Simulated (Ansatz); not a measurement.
# Te2Mo in Ansatz: reference runs

How does Te2Mo come out in PBEsol? The cell is run as given and disturbed.

Program: Ansatz 0.2.0. These are calculated values, not measurements. Logs are shortened: lines on timing, memory, paths and dates and some standing lists are left out, and cuts for length are marked.

## 1. Starting point

The cell holds a slab with vacuum, 6 atoms: a = 6.362 Å, b = 3.480 Å, c = 36.176 Å, α = 90.00°, β = 90.14°, γ = 90.00°.

## 2. Single point, PBEsol

Contents of input.yaml:

```yaml
crystal:
  lattice:
    - [6.3616090156, 0.0, 0.0]
    - [0.0, 3.48040306, 0.0]
    - [-0.0857412231, 0.0, 36.1758904685]
  atoms:
    - { symbol: Te, position: [0.4292511, 0.75, 0.54070358] }
    - { symbol: Te, position: [0.5707489, 0.25, 0.45929642] }
    - { symbol: Te, position: [0.92084787, 0.25, 0.55652732] }
    - { symbol: Te, position: [0.07915213, 0.75, 0.44347268] }
    - { symbol: Mo, position: [0.18134756, 0.25, 0.49746537] }
    - { symbol: Mo, position: [0.81865244, 0.75, 0.50253463] }
kpoints:
  mp_grid: { grid: [4, 8, 1] }
scf:
  occupations: { method: fermi_dirac, width: 0.05 }
hamiltonian:
  xc: pbesol
  pseudopotentials: { kind: all_electron, lapw: { basis_error: 0.001 } }
output:
  forces: true
  stress: true
  eigenvalues: true
  populations: true
```

Potentials or basis: all-electron LAPW, scalar-relativistic.

Command:

```bash
$ ansatz run input.yaml --threads 4 --pin off --max-ram 12288MiB --backend cpu --events-out ev --progress --plain --runs-dir out
```

What it wrote:

```text
Warning: RAYON_NUM_THREADS=4 ignored (pool sized by the plan → 4); use --threads N
Te: projections on atomic orbitals take those of the free atom 1s2 2s2 2p6 3s2 3p6 3d10 4s2 4p6 4d10 5s2 5p4, of charge +0.00 (hamiltonian.pseudopotentials.projection_atoms)
Mo: projections on atomic orbitals take those of the free atom 1s2 2s2 2p6 3s2 3p6 3d10 4s2 4p6 4d5 5s1, of charge +0.00 (hamiltonian.pseudopotentials.projection_atoms)
LAPW: plane waves up to 8.352 Å⁻¹, error target 1.0e-3 eV per atom; small_component_spin mean_spin; Mo in spheres of 1.328 Å, 30 of its electrons in bands, Dirac shells []; Te in spheres of 1.366 Å, 24 of its electrons in bands, Dirac shells [] (how accurate: hamiltonian.pseudopotentials.lapw.basis_error, Limitations)
Engine: ansatz 0.2.0, x86_64-unknown-linux-gnu
Pseudopotentials: kind: all_electron
Pseudopotential: Te, LAPW, valence charge 24, lapw/all_electron/scalar/gaussian/Te, Koelling and Harmon's equation, gaussian nucleus
Pseudopotential: Mo, LAPW, valence charge 30, lapw/all_electron/scalar/gaussian/Mo, Koelling and Harmon's equation, gaussian nucleus
Functional definition: PBEsol
  exchange = pbesol_x
  correlation = pbesol_c
Crystal: 6 atoms, lattice volume = 800.969 Å³
Basis set: ecut = 265.7958282629416 eV, 7961 PW (Γ), exchange–correlation at level 2
Bands: 94, of which v1, the nominal top of the filled ones, is band 78 counted from 1 (77 counted from 0)
Symmetry: 4 space group operations
Space group: P21/m (ITA 11), of the structure as read, at distance tolerance 9.3e-5 Å
k-points: 15 of 32
Non-local potential: Te, projectors of the file, none
Non-local potential: Mo, projectors of the file, none
Initial density: superposition of atomic densities (neutral atoms: chi_scale 0, normalization atom)
Initial wavefunctions: plane waves of lowest kinetic energy (no species holds an atomic orbital)
Functional: x = pbesol(κ = 0.804, μ = 0.12345679012345678), c = pbesol(β = 0.046)
iter 1 solved again at ethr=1.36e-3 eV; its pass at ethr=1.00e-1 eV (dr2=2.12e0 eV) is discarded
SCF iter   1: F=—  HF=-959465.275589 eV  |F-HF|=—  |Δ(HF+E_count)|=         —  Δρ=1.46e-2  dr2=2.11e0  ethr=1.36e-3  ⟨swp⟩=3.7  Hψ=8839  notcnv=0
preconditioner: auto → LDOS  [metal: Δε(μ)=0.134 eV  Ē_g=8.844 eV  σ=0.050 eV  W_gap=0.46  n_scr=112 (ndim 8)  ℏωp=7.9 eV  f_vac=0.791  D(μ)=1.02/eV (n_scr^D=4)  β→1.0]
SCF iter   2: F=—  HF=-959465.216599 eV  |F-HF|=—  |Δ(HF+E_count)|=   5.90e-2  Δρ=1.26e-2  dr2=2.22e0  ethr=1.35e-3  ⟨swp⟩=3.8  Hψ=4773  notcnv=0
SCF iter   3: F=—  HF=-959463.902377 eV  |F-HF|=—  |Δ(HF+E_count)|=    1.31e0  Δρ=3.95e-3  dr2=3.86e-1  ethr=1.35e-3  ⟨swp⟩=3.3  Hψ=4580  notcnv=0
SCF iter   4: F=—  HF=-959463.848077 eV  |F-HF|=—  |Δ(HF+E_count)|=   5.43e-2  Δρ=1.21e-3  dr2=7.26e-2  ethr=2.48e-4  ⟨swp⟩=3.0  Hψ=4295  notcnv=0
iter 5 solved again at ethr=5.52e-7 eV; its pass at ethr=4.65e-5 eV (dr2=8.61e-4 eV) is discarded
SCF iter   5: F=—  HF=-959463.832705 eV  |F-HF|=—  |Δ(HF+E_count)|=         —  Δρ=3.61e-4  dr2=8.60e-4  ethr=5.52e-7  ⟨swp⟩=2.2  Hψ=7281  notcnv=0
the basis was enlarged: its passes take 1.1 MiB over the memory plan, 4 of 4 planned eigensolver slots
SCF iter   6: F=—  HF=-959463.832641 eV  |F-HF|=—  |Δ(HF+E_count)|=   6.39e-5  Δρ=9.46e-5  dr2=5.76e-5  ethr=5.51e-7  ⟨swp⟩=3.0  Hψ=4162  notcnv=0
SCF iter   7: F=—  HF=-959463.832678 eV  |F-HF|=—  |Δ(HF+E_count)|=   3.74e-5  Δρ=2.14e-5  dr2=4.80e-6  ethr=3.69e-8  ⟨swp⟩=3.0  Hψ=4202  notcnv=0
SCF iter   8: F=—  HF=-959463.832683 eV  |F-HF|=—  |Δ(HF+E_count)|=   4.97e-6  Δρ=7.08e-6  dr2=3.69e-7  ethr=3.08e-9  ⟨swp⟩=3.0  Hψ=4225  notcnv=0
iter 9 met the thresholds in force, and the SCF goes on: an eigenvalue changes by 12.83 meV, over its tolerance of 10.00 meV (output.eigenvalues, Limitations)
SCF iter   9: F=-959463.832685 eV  HF=-959463.832684 eV  |F-HF|=1.34e-7  |Δ(HF+E_count)|=   1.01e-6  Δρ=2.09e-6  dr2=2.86e-8  ethr=2.37e-10  ⟨swp⟩=3.0  Hψ=4172  notcnv=0
SCF iter  10: F=-959463.832685 eV  HF=-959463.832685 eV  |F-HF|=1.14e-8  |Δ(HF+E_count)|=   1.42e-7  Δρ=5.38e-7  dr2=2.21e-9  ethr=2.33e-11 (applied; sched 1.83e-11)  ⟨swp⟩=3.0  Hψ=4121  notcnv=0
SCF 1 converged in 10 iterations: F = -959463.832685 eV  dr2 = 2.21e-9
SCF converged after 10 iterations
an eigenvalue changed by more than its tolerance at an iteration that met the thresholds in force, so the SCF went on 1 time: the last check found none over its tolerance
Free energy (F): -959463.832685 eV
Harris-Foulkes:  -959463.832685 eV  (|F-HF|=1.14e-8)
Internal energy: -959463.823888 eV  (E = F + TS)
E sigma→0 (E₀):  -959463.828286 eV
Entropy (-TS):   -0.008796 eV (-1.466 meV/atom)
Fermi energy:    -1.035126 eV
--- Per-component energies (eV) ---
  E_band       = -15211.132311
  E_kinetic    = 1008836.236050
  E_xc         = -25471.217187
  E_electrostatic = -1942828.842751  (all electrons and nuclei)
  E_smearing   = -0.008796  (= −TS)
  E_closure    = 0.000000  (closes the sum)
  E_atoms      = -959424.837554  (free atoms, spherical and without spin; not in F)
  Σ components = -959463.832685   (vs F -959463.832685, Δ=0.00e0)
  Basis errors (estimates in eV, not in F): energy 4.4e-4 per atom: plane waves 4.0e-4 (2.3e-4 summed), levels above the bands 2.4e-53, relativity 1.1e-8, radial functions 3.7e-5, core shells 3.6e-7; eigenvalues (radial functions only) 8.5e-7; not estimated: angular momenta, meshes, grids; target (lapw.basis_error) 1.0e-3; muffin-tin radii Mo 1.328 Å, Te 1.366 Å
--- Forces (eV/Å), atoms counted from 1 ---
  atom   1  Te     0.03534542     0.00000000    -0.24530815
  atom   2  Te    -0.03534542     0.00000000     0.24530815
  atom   3  Te    -0.00655129     0.00000000    -0.20374605
  atom   4  Te     0.00655129     0.00000000     0.20374605
  atom   5  Mo    -0.00889278     0.00000000     0.00034800
  atom   6  Mo     0.00889278     0.00000000    -0.00034800
  max |Σ_I F_I| component: 2.78e-17 eV/Å
--- Stress (GPa, compression-positive) ---
       -0.608711       0.000000       0.015826
        0.000000      -0.710306       0.000000
        0.015826       0.000000      -0.310702
  P = ⅓ Tr σ = -0.5432 GPa (-5.432 kbar)
--- Band table (eV; the first three rows and the last of 15) ---
  k-point 0: bands = ["-376.6105", "-376.6105", "-376.6079", "-376.6079", "-376.5054", "-376.5054", "-218.7957", "-218.7957", "-218.7755", "-218.7755", "-218.7102", "-218.7102", "-218.6953", "-218.6953", "-218.6924", "-218.6924", "-160.2274", "-160.2274", "-160.0658", "-160.0658", "-110.3653", "-110.3653", "-110.3450", "-110.3450", "-110.2904", "-110.2904", "-110.2261", "-110.2260", "-110.1626", "-110.1626", "-110.1196", "-110.1195", "-61.9500", "-61.8925", "-37.8390", "-37.8310", "-37.8216", "-37.8216", "-37.7956", "-37.7890", "-37.7800", "-37.7660", "-37.7574", "-37.7549", "-37.6751", "-37.6721", "-37.6616", "-37.6595", "-37.6171", "-37.6064", "-37.5780", "-37.5707", "-37.5613", "-37.5573", "-36.2024", "-36.1361", "-36.0969", "-35.9789", "-35.9310", "-35.7833", "-13.8326", "-12.8769", "-12.0670", "-11.8525", "-6.6203", "-5.9635", "-5.6507", "-4.9300", "-3.7209", "-3.4685", "-3.3483", "-2.9605", "-2.6855", "-2.3085", "-1.9641", "-1.6125", "-1.3226", "-0.8559", "-0.3863", "0.0638", "0.6852", "1.0887", "1.2335", "2.2393", "2.3773", "2.3898", "2.9891", "3.2949", "3.6702", "3.8874", "3.8944", "4.0262", "4.1875", "4.6380"]
  k-point 1: bands = ["-376.6105", "-376.6105", "-376.6079", "-376.6079", "-376.5054", "-376.5054", "-218.7957", "-218.7957", "-218.7755", "-218.7755", "-218.7102", "-218.7102", "-218.6953", "-218.6953", "-218.6924", "-218.6924", "-160.2274", "-160.2274", "-160.0658", "-160.0658", "-110.3653", "-110.3653", "-110.3450", "-110.3450", "-110.2904", "-110.2903", "-110.2261", "-110.2261", "-110.1626", "-110.1626", "-110.1196", "-110.1195", "-61.9471", "-61.8939", "-37.8364", "-37.8278", "-37.8232", "-37.8220", "-37.7968", "-37.7905", "-37.7792", "-37.7663", "-37.7576", "-37.7552", "-37.6718", "-37.6690", "-37.6632", "-37.6610", "-37.6178", "-37.6080", "-37.5779", "-37.5708", "-37.5609", "-37.5570", "-36.2009", "-36.1553", "-36.0879", "-35.9941", "-35.9221", "-35.7849", "-13.6598", "-12.7681", "-11.9889", "-11.7431", "-6.4438", "-5.7771", "-5.5834", "-4.8603", "-3.8799", "-3.7786", "-3.4782", "-3.2294", "-2.7203", "-2.3529", "-2.0796", "-1.8634", "-1.3579", "-1.1751", "-1.0311", "0.2851", "0.8892", "0.9257", "1.0389", "1.3532", "1.8045", "2.3036", "3.2497", "3.5102", "3.8706", "4.1062", "4.2225", "4.2373", "4.4599", "4.8200"]
  k-point 2: bands = ["-376.6105", "-376.6105", "-376.6079", "-376.6079", "-376.5054", "-376.5054", "-218.7957", "-218.7957", "-218.7755", "-218.7755", "-218.7102", "-218.7102", "-218.6953", "-218.6953", "-218.6924", "-218.6924", "-160.2274", "-160.2274", "-160.0658", "-160.0658", "-110.3654", "-110.3654", "-110.3450", "-110.3450", "-110.2903", "-110.2903", "-110.2261", "-110.2261", "-110.1626", "-110.1626", "-110.1196", "-110.1196", "-61.9389", "-61.8982", "-37.8329", "-37.8279", "-37.8201", "-37.8195", "-37.7995", "-37.7943", "-37.7771", "-37.7673", "-37.7578", "-37.7559", "-37.6673", "-37.6663", "-37.6620", "-37.6609", "-37.6192", "-37.6119", "-37.5775", "-37.5716", "-37.5596", "-37.5564", "-36.2062", "-36.1972", "-36.0665", "-36.0158", "-35.9052", "-35.7947", "-13.1675", "-12.4696", "-11.7980", "-11.4844", "-6.0056", "-5.6439", "-5.1519", "-4.8557", "-4.6834", "-4.0289", "-3.8873", "-3.7718", "-3.0630", "-2.7904", "-2.7510", "-2.3188", "-1.8907", "-1.3909", "-0.8620", "0.0032", "0.5288", "0.9040", "1.0453", "1.1263", "1.9280", "2.2065", "3.7554", "4.0652", "4.1045", "4.4467", "4.6834", "4.7677", "5.0818", "5.2377"]
  k-point 14: bands = ["-376.6105", "-376.6105", "-376.6079", "-376.6079", "-376.5054", "-376.5054", "-218.7957", "-218.7957", "-218.7755", "-218.7755", "-218.7102", "-218.7102", "-218.6953", "-218.6953", "-218.6924", "-218.6924", "-160.2274", "-160.2274", "-160.0658", "-160.0658", "-110.3654", "-110.3654", "-110.3450", "-110.3450", "-110.2903", "-110.2903", "-110.2262", "-110.2262", "-110.1626", "-110.1626", "-110.1196", "-110.1196", "-61.9158", "-61.9158", "-37.8346", "-37.8346", "-37.8101", "-37.8101", "-37.8014", "-37.8014", "-37.7717", "-37.7717", "-37.7570", "-37.7570", "-37.6702", "-37.6702", "-37.6511", "-37.6511", "-37.6192", "-37.6192", "-37.5740", "-37.5740", "-37.5566", "-37.5566", "-36.2529", "-36.2529", "-36.0246", "-36.0246", "-35.8444", "-35.8444", "-11.8945", "-11.8945", "-11.4781", "-11.4781", "-6.7189", "-6.7189", "-5.6752", "-5.6752", "-4.3241", "-4.3241", "-3.3958", "-3.3958", "-3.3047", "-3.3047", "-2.7330", "-2.7330", "-1.8723", "-1.8723", "0.0668", "0.0668", "0.8764", "0.8764", "1.2742", "1.2742", "2.4168", "2.4168", "3.4934", "3.4934", "4.2193", "4.2193", "4.8320", "4.8320", "5.6913", "5.6913"]
--- Löwdin populations: 6 sites ---
  site symbol       q [e]
     0     Te     51.9668
     1     Te     51.9668
     2     Te     51.8751
     3     Te     51.8751
     4     Mo     41.9694
     5     Mo     41.9694
  spilling = 0.001292 (of n_electrons = 292.000000)
```

Wall time 79 s (4 threads of AMD EPYC 7R13 (Zen 3), shared host); peak memory 3.5 GiB.

What came out:

- Free energy: -959463.8327 eV
- Largest force: 0.248 eV/Å
- Band gap on the k mesh: none (metal or under the smearing width)

Forces in eV/Å, atoms in the order of the input:
```
Te   0.035  0.000 -0.245
Te  -0.035  0.000  0.245
Te  -0.007  0.000 -0.204
Te   0.007  0.000  0.204
Mo  -0.009  0.000  0.000
Mo   0.009  0.000  0.000
```

Levels at points of the mesh, in eV from the Fermi level:
```
             k point  band 74  band 75  band 76  band 77  band 78  band 79  band 80  band 81  band 82  band 83
  (0.00, 0.00, 0.00)    -1.27    -0.93    -0.58    -0.29     0.18     0.65     1.10     1.72     2.12     2.27
 (0.00, -0.50, 0.00)    -2.54    -1.59    -1.59    -1.38    -1.38     1.18     1.18     1.45     1.45     2.02
 (-0.50, 0.00, 0.00)    -1.30    -1.24    -0.80    -0.76    -0.64     0.11     1.09     1.47     1.83     2.85
(-0.50, -0.50, 0.00)    -2.27    -1.70    -1.70    -0.84    -0.84     1.10     1.10     1.91     1.91     2.31
```

## 3. Single point, PBEsol (atoms moved at random, drawn with an rms of 0.05 Å)

Contents of input.yaml:

```yaml
crystal:
  lattice:
    - [6.3616090156, 0.0, 0.0]
    - [0.0, 3.48040306, 0.0]
    - [-0.0857412231, 0.0, 36.1758904685]
  atoms:
    - { symbol: Te, position: [0.43292, 0.751031, 0.540765] }
    - { symbol: Te, position: [0.574975, 0.257577, 0.459039] }
    - { symbol: Te, position: [0.917128, 0.251914, 0.556775] }
    - { symbol: Te, position: [0.07944, 0.737341, 0.443828] }
    - { symbol: Mo, position: [0.18413, 0.259748, 0.497469] }
    - { symbol: Mo, position: [0.817765, 0.750672, 0.501788] }
kpoints:
  mp_grid: { grid: [4, 8, 1] }
scf:
  occupations: { method: fermi_dirac, width: 0.05 }
hamiltonian:
  xc: pbesol
  pseudopotentials: { kind: all_electron, lapw: { basis_error: 0.001 } }
output:
  forces: true
  stress: true
  eigenvalues: true
  populations: true
```

Potentials or basis: all-electron LAPW, scalar-relativistic.

Command:

```bash
$ ansatz run input.yaml --threads 4 --pin off --max-ram 12288MiB --backend cpu --events-out ev --progress --plain --runs-dir out
```

What it wrote:

```text
Warning: RAYON_NUM_THREADS=4 ignored (pool sized by the plan → 4); use --threads N
Te: projections on atomic orbitals take those of the free atom 1s2 2s2 2p6 3s2 3p6 3d10 4s2 4p6 4d10 5s2 5p4, of charge +0.00 (hamiltonian.pseudopotentials.projection_atoms)
Mo: projections on atomic orbitals take those of the free atom 1s2 2s2 2p6 3s2 3p6 3d10 4s2 4p6 4d5 5s1, of charge +0.00 (hamiltonian.pseudopotentials.projection_atoms)
LAPW: plane waves up to 8.554 Å⁻¹, error target 1.0e-3 eV per atom; small_component_spin mean_spin; Mo in spheres of 1.298 Å, 30 of its electrons in bands, Dirac shells []; Te in spheres of 1.341 Å, 24 of its electrons in bands, Dirac shells [] (how accurate: hamiltonian.pseudopotentials.lapw.basis_error, Limitations)
[... 2 set-up lines as earlier in the session ...]
[... 65 lines left out ...]
  k-point 17: bands = ["-376.6180", "-376.6136", "-376.6113", "-376.6056", "-376.5150", "-376.5052", "-218.8017", "-218.7949", "-218.7819", "-218.7748", "-218.7190", "-218.7084", "-218.7025", "-218.7017", "-218.6983", "-218.6902", "-160.2418", "-160.2238", "-160.0690", "-160.0573", "-110.3808", "-110.3654", "-110.3563", "-110.3416", "-110.3047", "-110.2844", "-110.2303", "-110.2171", "-110.1656", "-110.1544", "-110.1220", "-110.1124", "-61.9200", "-61.9156", "-37.8437", "-37.8366", "-37.8190", "-37.8140", "-37.8082", "-37.8009", "-37.7789", "-37.7725", "-37.7663", "-37.7540", "-37.6735", "-37.6655", "-37.6551", "-37.6432", "-37.6222", "-37.6132", "-37.5768", "-37.5687", "-37.5590", "-37.5503", "-36.2524", "-36.2436", "-36.0275", "-36.0255", "-35.8574", "-35.8438", "-11.9186", "-11.8602", "-11.5013", "-11.4715", "-6.7414", "-6.6965", "-5.6984", "-5.6648", "-4.3460", "-4.2954", "-3.4483", "-3.3928", "-3.3157", "-3.2450", "-2.7439", "-2.7092", "-1.8843", "-1.8609", "0.0535", "0.1104", "0.7745", "0.8900", "1.2813", "1.3567", "2.3800", "2.4530", "3.4263", "3.5421", "4.1926", "4.2061", "4.8094", "4.8448", "5.6484", "5.7182"]
--- Löwdin populations: 6 sites ---
  site symbol       q [e]
     0     Te     51.9651
     1     Te     51.9633
     2     Te     51.8902
     3     Te     51.8639
     4     Mo     41.9674
     5     Mo     41.9727
  spilling = 0.001292 (of n_electrons = 292.000000)
```

populations.tsv:

```text
# site	symbol	l	j	q
# orbitals = lowdin
# n_electrons = 292.000000
# spilling = 0.001292
# projection_atom_Te: 1s2 2s2 2p6 3s2 3p6 3d10 4s2 4p6 4d10 5s2 5p4
# projection_atom_Mo: 1s2 2s2 2p6 3s2 3p6 3d10 4s2 4p6 4d5 5s1
0	Te	0_1S	-	1.999999
0	Te	0_2S	-	1.999969
0	Te	0_3S	-	1.999534
0	Te	0_4S	-	1.994244
0	Te	0_5S	-	1.836508
0	Te	1_2P	-	6.000000
0	Te	1_3P	-	5.999975
0	Te	1_4P	-	5.998036
0	Te	1_5P	-	4.138314
0	Te	2_3D	-	9.999998
0	Te	2_4D	-	9.998529
1	Te	0_1S	-	1.999999
1	Te	0_2S	-	1.999968
1	Te	0_3S	-	1.999517
1	Te	0_4S	-	1.994033
1	Te	0_5S	-	1.831789
1	Te	1_2P	-	6.000000
1	Te	1_3P	-	5.999974
1	Te	1_4P	-	5.997977
1	Te	1_5P	-	4.141548
1	Te	2_3D	-	9.999998
1	Te	2_4D	-	9.998467
2	Te	0_1S	-	1.999999
2	Te	0_2S	-	1.999963
2	Te	0_3S	-	1.999450
2	Te	0_4S	-	1.993231
2	Te	0_5S	-	1.831297
2	Te	1_2P	-	6.000000
2	Te	1_3P	-	5.999970
2	Te	1_4P	-	5.997683
2	Te	1_5P	-	4.070686
2	Te	2_3D	-	9.999998
2	Te	2_4D	-	9.997955
3	Te	0_1S	-	1.999999
3	Te	0_2S	-	1.999959
3	Te	0_3S	-	1.999391
3	Te	0_4S	-	1.992523
3	Te	0_5S	-	1.820878
3	Te	1_2P	-	6.000000
3	Te	1_3P	-	5.999967
3	Te	1_4P	-	5.997446
3	Te	1_5P	-	4.056049
3	Te	2_3D	-	9.999998
3	Te	2_4D	-	9.997736
4	Mo	0_1S	-	1.999998
4	Mo	0_2S	-	1.999912
4	Mo	0_3S	-	1.998411
4	Mo	0_4S	-	1.969264
4	Mo	0_5S	-	0.588676
4	Mo	1_2P	-	5.999999
4	Mo	1_3P	-	5.999972
4	Mo	1_4P	-	5.995702
4	Mo	2_3D	-	9.999983
4	Mo	2_4D	-	5.415477
5	Mo	0_1S	-	1.999998
5	Mo	0_2S	-	1.999910
5	Mo	0_3S	-	1.998375
5	Mo	0_4S	-	1.968563
5	Mo	0_5S	-	0.587941
5	Mo	1_2P	-	5.999999
5	Mo	1_3P	-	5.999973
5	Mo	1_4P	-	5.995895
5	Mo	2_3D	-	9.999983
5	Mo	2_4D	-	5.422042
```

Run time: 3.1 min. Hardware: 4 threads of AMD EPYC 7R13 (Zen 3), shared host; peak memory 6.2 GiB.

Results:

```yaml
Free_energy: -959463.7934 eV
Largest_force: 0.638 eV/Å
Band_gap_on_the_k_mesh: none (metal or under the smearing width)
```

Forces on the atoms (eV/Å):
```
Te  -0.100  0.031 -0.299
Te  -0.251 -0.084  0.138
Te   0.123  0.003 -0.582
Te   0.116  0.447 -0.079
Mo  -0.126 -0.460  0.233
Mo   0.237  0.062  0.589
```

The run has no spin-orbit coupling, so splittings on Te are missing.
